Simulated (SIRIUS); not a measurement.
**Si2Ni: equation of state with PBEsol**

Crystal: Si2Ni.

```
Ni Si
1.0
     0.00000    2.70300    2.70300
     2.70300    0.00000    2.70300
     2.70300    2.70300    0.00000
Ni Si
1 2
Direct
  0.00000 0.00000 0.00000
  0.75000 0.75000 0.75000
  0.25000 0.25000 0.25000
```

```json
{
 "Program": "SIRIUS 7.12.0",
 "Task": "equation of state",
 "Functional": "PBEsol",
 "Potentials or basis": "PseudoDojo 0.4.1 PBEsol standard (scalar relativistic)",
 "Cutoff": "1333 eV",
 "Density cutoff": "5334 eV",
 "k mesh": "9 × 9 × 9",
 "Occupations": "fermi-dirac, width 0.05 eV",
 "Spin": "collinear spin, ferromagnetic start",
 "Starting moments": "[1.0, 0.0, 0.0] μB"
}
```

- Equilibrium volume: 13.09 Å³/atom
- Bulk modulus: 155 GPa
- Pressure derivative of the bulk modulus: 3.8

Energy against volume, from the lowest point:
```csv
volume (Å³/atom),energy (meV/atom)
12.376,20.15
12.639,7.57
12.902,1.04
13.166,0.00
13.429,3.96
13.692,12.46
13.956,25.08
```

All runs of the series together: 4.8 min on 4 threads of Intel(R) Xeon(R) 6975P-C (Granite Rapids), with other jobs on the host.
